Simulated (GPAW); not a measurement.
# PtSe2 (Sudovikovite) (P-3m1) in GPAW: notebook

Runs on PtSe2 (Sudovikovite). Level: PBEsol. Tasks: band structure.

Everything below comes from runs of GPAW 26.7.0. Logs are shortened: lines on timing, memory, paths and dates and some standing lists are left out, and cuts for length are marked. The log counts tension as positive stress, the text compression.

### Step 1. The crystal as given

Symmetry: P-3m1, No. 164, trigonal system. Conventional cell: a = 3.724 Å, b = 3.724 Å, c = 5.062 Å, α = 90.00°, β = 90.00°, γ = 120.00°. Pt (site symmetry -3m) is surrounded by 6 Se at 2.49 Å. Around Se (site symmetry 3m) lie 3 Pt at 2.49 Å.

### Step 2. Band structure, PBEsol

Contents of run.py:

```python
from ase import Atoms
from ase.dft.bandgap import bandgap
from ase.io import write
from ase.units import GPa
from gpaw import GPAW, PW, setup_paths

setup_paths.insert(0, '.')

atoms = Atoms(['Pt', 'Se', 'Se'],
              cell=[[3.724, 0.0, 0.0],
                    [-1.862, 3.2250786037, 0.0],
                    [0.0, 0.0, 5.062]],
              scaled_positions=[[0.0, 0.0, 0.0],
                                [0.6666666667, 0.3333333333, 0.75],
                                [0.3333333333, 0.6666666667, 0.25]],
              pbc=True)

calc = GPAW(mode=PW(600),
            xc='PBEsol',
            kpts={'size': (8, 8, 5), 'gamma': True},
            occupations={'name': 'fermi-dirac', 'width': 0.05},
            nbands=26,
            convergence={'density': 1e-05, 'energy': 1e-05},
            maxiter=150,
            txt='gpaw.txt')
atoms.calc = calc
energy = atoms.get_potential_energy()
forces = atoms.get_forces()
stress = atoms.get_stress()
calc.write('gs.gpw')
write('result.traj', atoms)
print(f'Energy: {energy:.6f} eV')
print('Forces (eV/A):')
print(forces.round(4))
print('Stress (GPa):', (stress / GPa).round(3))
print('Fermi level:', round(calc.get_fermi_level(), 4), 'eV')
print(f'Gap: {bandgap(calc)[0]:.4f} eV, direct: {bandgap(calc, direct=True)[0]:.4f} eV')

path = atoms.cell.bandpath('GMKGALHA,LM,KH', npoints=60, eps=1e-4)
bs_calc = calc.fixed_density(kpts=path, symmetry='off', nbands=41,
                             convergence={'bands': 'CBM+6.0', 'eigenstates': 1e-6}, txt='bands.txt')
bs = bs_calc.band_structure()
bs.write('bs.json')
print(f'Gap on the path: {bandgap(bs_calc)[0]:.4f} eV')
```

Potentials or basis: PAW data sets generated in the run's folder for this functional, pw.

Run with:

```sh
> gpaw-setup -f PBEsol Pt Se
> OMP_NUM_THREADS=1 python run.py
```

gpaw.txt:

```text
__  _  _
 | _ |_)|_||  |
 |__||  | ||/\| - 26.7.0

Input parameters:
  mode=PW(ecut=600.0),
  convergence={'density': 1e-05, 'energy': 1e-05},
  kpts=MonkhorstPack(size=(8, 8, 5), gamma=True),
  maxiter=150,
  nbands=26,
  occupations=Occupations(name='fermi-dirac', width=0.05),
  xc=XC(name='PBEsol')

Diagonalizing LCAO Hamiltonian
Converting LCAO to pw mode

            Se

        Se

       Pt

Atoms  # Å, Bohr magnetons
|   | symbol |         x |        y |        z |    initial magnetic moments |
|---|--------|-----------|----------|----------|-----------------------------|
| 0 |     Pt |  0.000000 | 0.000000 | 0.000000 | ( 0.0000,  0.0000,  0.0000) |
| 1 |     Se |  1.862000 | 1.075026 | 3.796500 | ( 0.0000,  0.0000,  0.0000) |
| 2 |     Se | -0.000000 | 2.150052 | 1.265500 | ( 0.0000,  0.0000,  0.0000) |

Unit cell  # Å
| periodic |         x |        y |        z |  lengths |     angles |
|----------|-----------|----------|----------|----------|------------|
|      yes |  3.724000 | 0.000000 | 0.000000 | 3.724000 |  90.000000 |
|      yes | -1.862000 | 3.225079 | 0.000000 | 3.724000 |  90.000000 |
|      yes |  0.000000 | 0.000000 | 5.062000 | 5.062000 | 120.000000 |

Number of symmetries: 12
Symmetry operations  # r_c * U_cc + t_c -> r_c
|    | kind |            matrix            |
|----|------|------------------------------|
|  0 |  σ   |  1, 1, 0,  0,-1, 0,  0, 0, 1 |
|  1 |  S6  |  1, 1, 0, -1, 0, 0,  0, 0,-1 |
|  2 |  E   |  1, 0, 0,  0, 1, 0,  0, 0, 1 |
|  3 |  C2  |  1, 0, 0, -1,-1, 0,  0, 0,-1 |
|  4 |  C2  |  0, 1, 0,  1, 0, 0,  0, 0,-1 |
|  5 |  C3  |  0, 1, 0, -1,-1, 0,  0, 0, 1 |
|  6 |  S6  |  0,-1, 0,  1, 1, 0,  0, 0,-1 |
|  7 |  σ   |  0,-1, 0, -1, 0, 0,  0, 0, 1 |
|  8 |  σ   | -1, 0, 0,  1, 1, 0,  0, 0, 1 |
|  9 |  i   | -1, 0, 0,  0,-1, 0,  0, 0,-1 |
| 10 |  C3  | -1,-1, 0,  1, 0, 0,  0, 0, 1 |
| 11 |  C2  | -1,-1, 0,  0, 1, 0,  0, 0,-1 |

BZ-sampling:
  Number of BZ points: 320
  Number of IBZ points: 40

  Monkhorst-Pack size: [8, 8, 5]
  Monkhorst-Pack shift: [0.0625, 0.0625, 0.0]

K-points  # in reciprocal-cell coordinates
|     |                                coordinates |     weight |
|-----|--------------------------------------------|------------|
|   0 | (  0.00000000,   0.00000000,   0.00000000) | 0.00312500 |
|   1 | (  0.00000000,   0.00000000,   0.20000000) | 0.00625000 |
|   2 | (  0.00000000,   0.00000000,   0.40000000) | 0.00625000 |
|   3 | (  0.12500000,   0.00000000,  -0.40000000) | 0.01875000 |
|   4 | (  0.12500000,   0.00000000,  -0.20000000) | 0.01875000 |
|   5 | (  0.12500000,   0.00000000,   0.00000000) | 0.01875000 |
|   6 | (  0.12500000,   0.00000000,   0.20000000) | 0.01875000 |
|   7 | (  0.12500000,   0.00000000,   0.40000000) | 0.01875000 |
|   8 | (  0.25000000,  -0.12500000,   0.00000000) | 0.01875000 |
|   9 | (  0.25000000,  -0.12500000,   0.20000000) | 0.03750000 |
| ... |                                            |            |
|  39 | (  0.50000000,   0.50000000,   0.40000000) | 0.01875000 |

Plane wave coefficients: 2057
Cutoff: 600.0 eV

Spin-components: 1 (collinear spins)
Bands:           26
Projectors:      16
Spin-degeneracy: 2
Datatype:        complex128

Parallelization:
  kpt:    1
  domain: 1
  band:   1

Density:
  Valence electrons: 28.0
  Components: 1
  Grid points: [24 24 30]
  Charge: 0.0  # |e|

Potential:
  Grid points: [24 24 30]

species:
  Pt:
    name:    Platinum
    Z:       78.0
    valence: 16
    core:    62
    charge:  0.0  # [|e|]
    compensation charges:
      type: gauss
      rc: 0.41  # [Å]
      lmax: 2
    cutoffs:
      filter: 2.26  # [Å]
      core: 2.26  # [Å]
    projectors
    | kind |    occ | energy [eV] | rcut [Å] |
    |------|--------|-------------|----------|
    |   6s |  1.000 |      -5.666 |    1.307 |
    |   5p |  6.000 |     -56.073 |    1.371 |
    |   6p |  0.000 |      -0.783 |    1.371 |
    |   5d |  9.000 |      -6.179 |    1.307 |
    |    s |        |      21.545 |    1.307 |
    |    d |        |      21.032 |    1.307 |

    Using partial waves for Pt as LCAO basis

  Se:
    name:    Selenium
    Z:       34.0
    valence: 6
    core:    28
    charge:  0.0  # [|e|]
    compensation charges:
      type: gauss
      rc: 0.27  # [Å]
      lmax: 2
    cutoffs:
      filter: 1.77  # [Å]
      core: 2.67  # [Å]
    projectors
    | kind |    occ | energy [eV] | rcut [Å] |
    |------|--------|-------------|----------|
    |   4s |  2.000 |     -17.281 |    0.847 |
    |   4p |  4.000 |      -6.511 |    1.005 |
    |    s |        |       9.930 |    0.847 |
    |    p |        |      20.700 |    1.005 |
    |    d |        |       0.000 |    0.847 |

    Using partial waves for Se as LCAO basis

Reference energy: -632352.254211  # eV

eigensolver:
  PPCG
  Converge bands: occupied
  niter=2

density mixing:
  MSR1-Mixer
  Pratt-step length: 0.05
  Maximum mixing coefficient: 0.75
  Old densities: 10
  SVD Regularization: 0.005
  Good broyden scale: 1.0
  Trust region scale: 1.0
  Backstep threshold: 4.0
  History deletion threshold: 6.0
  Fourier metric: weight=20.0, sigma=0.015

occupation numbers:
  Fermi-Dirac:
    width: 0.0500  # eV

poisson solver:
  ecut: 4800.0  # eV

xc functional:
  name: PBEsol with 2 nearest neighbor stencil

convergence criteria:
[... 6 lines left out ...]
|iter     | |      energy | eigst |  dens |
|---------|-|-------------|-------|-------|
|iter:   1| |  -17.129684 | +0.16 |       |
|iter:   2| |  -16.779369 | -2.08 | -1.13 |
|iter:   3| |  -16.215941 | -1.86 | -1.19 |
|iter:   4| |  -16.183750 | -3.30 | -1.60 |
|iter:   5| |  -16.166697 | -3.43 | -1.86 |
|iter:   6| |  -16.166430 | -4.58 | -2.66 |
|iter:   7| |  -16.166465c| -5.11 | -3.19 |
|iter:   8| |  -16.166474c| -6.46 | -3.92 |
|iter:   9| |  -16.166475c| -7.57c| -4.55 |
|iter:  10| |  -16.166475c| -7.82c| -4.91 |
|iter:  11| |  -16.166475c| -8.73c| -5.98c|

Converged in 11 steps
Energy contributions relative to reference atoms: (reference = -632352.254211)

Energy contributions:
  Kinetic:           5.714207
  Coulomb:          -7.190795
  Zero:             -0.541516
  External:          0.000000
  Xc:              -14.145216
  Entropy:          -0.006311
  Spinorbit:         0.000000
  ----------------------------
  Free energy:     -16.169631
  Extrapolated:    -16.166475

dipole moment: (-6.427360, -11.132514, -17.473307)  # |e|*Ang

Fermi level: 8.249
Eigenvalues  # (at kpt = [0.000, 0.000, 0.000])
| band index |      eig [eV] | occ [0-2] |
|------------|---------------|-----------|
|          0 |       -45.667 |     2.000 |
|        ... |               |           |
|          5 |         1.016 |     2.000 |
|          6 |         1.740 |     2.000 |
|          7 |         1.740 |     2.000 |
|          8 |         4.190 |     2.000 |
|          9 |         4.190 |     2.000 |
|         10 |         5.650 |     2.000 |
[... 8 lines left out ...]
|         19 |        15.486 |     0.000 |
|         20 |        19.961 |     0.000 |
|        ... |               |           |
|         25 |        20.761 |     0.000 |

No gap
No difference between direct/indirect transitions

Forces  # eV/Ang
|        x |        y |        z |
|----------|----------|----------|
|  0.00000 |  0.00000 |  0.00000 |  # Pt   0
| -0.00000 |  0.00000 | -0.36608 |  # Se   1
|  0.00000 | -0.00000 |  0.36608 |  # Se   2

Stress tensor  # eV/Ang^3
|         x |         y |         z |
|-----------|-----------|-----------|
| -0.016352 | -0.000000 |  0.000000 |
| -0.000000 | -0.016352 |  0.000000 |
|  0.000000 |  0.000000 | -0.007619 |

# Writing to gs.gpw (mode='')
```

stdout:

```text
Energy: -16.166475 eV
Forces (eV/A):
[[ 0.      0.      0.    ]
 [-0.      0.     -0.3661]
 [ 0.     -0.      0.3661]]
Stress (GPa): [-2.62  -2.62  -1.221  0.     0.    -0.   ]
Fermi level: 8.2492 eV
Gap: 0.0000 eV, direct: 0.0000 eV
Gap on the path: 0.0000 eV
```

bands.txt:

```text
Diagonalizing LCAO Hamiltonian
Converting LCAO to pw mode
convergence criteria:
- Maximum integral of absolute [eigenst]ate change: 1e-06 eV^2 / valence electron
maximum number of iterations: 150

SCF iterations
|iter     | |      energy | eigst |  dens |
|---------|-|-------------|-------|-------|
|iter:   1| |             | +0.64 |       |
[... 65 lines left out ...]
         [0.5       , 0.        , 0.08333333],
         [0.5       , 0.        , 0.        ],
         [0.33333333, 0.33333333, 0.        ],
         [0.33333333, 0.33333333, 0.1       ],
         [0.33333333, 0.33333333, 0.2       ],
         [0.33333333, 0.33333333, 0.3       ],
         [0.33333333, 0.33333333, 0.4       ],
         [0.33333333, 0.33333333, 0.5       ]])),
  maxiter=150,
  nbands=41,
  occupations=Occupations(name='fermi-dirac', width=0.05),
  symmetry=Symmetry(point_group=False, time_reversal=False),
  xc=XC(name='PBEsol')
```

Wall time 69 s (1 thread of Intel Xeon Platinum 8488C (Sapphire Rapids), shared host); peak memory 0.34 GiB.

What came out:

```yaml
Free_energy: -16.1696 eV
Pressure: 2.2 GPa
Largest_force: 0.366 eV/Å
Band_gap_along_the_path: none (metal or under the smearing width)
```

Forces in eV/Å, atoms in the order of the input:
```
Pt   0.000  0.000  0.000
Se   0.000  0.000 -0.366
Se   0.000  0.000  0.366
```

Levels at the corners of the path, in eV from the Fermi level:
```csv
point,band 10,band 11,band 12,band 13,band 14,band 15,band 16,band 17,band 18
Γ,-4.06,-2.60,-1.08,-1.08,0.39,1.43,1.43,3.49,4.10
M,-3.76,-3.58,-3.55,-3.46,-3.00,0.61,2.32,4.73,5.74
K,-4.79,-3.82,-2.71,-1.87,-1.87,-0.05,-0.05,4.04,7.51
Γ,-4.06,-2.60,-1.08,-1.08,0.39,1.43,1.43,3.49,4.10
A,-4.09,-3.01,-1.72,-1.51,-1.51,2.27,2.27,4.71,6.25
L,-3.57,-3.56,-3.26,-2.88,-1.39,0.95,1.47,4.54,4.64
H,-4.54,-4.23,-3.71,-2.55,-2.55,1.96,1.96,6.57,7.20
A,-4.09,-3.01,-1.72,-1.51,-1.51,2.27,2.27,4.71,6.25
L,-3.57,-3.56,-3.26,-2.88,-1.39,0.95,1.47,4.54,4.64
M,-3.76,-3.58,-3.55,-3.46,-3.00,0.61,2.32,4.73,5.74
K,-4.79,-3.82,-2.71,-1.87,-1.87,-0.05,-0.05,4.04,7.51
H,-4.54,-4.23,-3.71,-2.55,-2.55,1.96,1.96,6.57,7.20
```

Caveat: spin-orbit coupling is left out, which moves the levels of the heavy elements.

(Continued in part 2 of 2.)
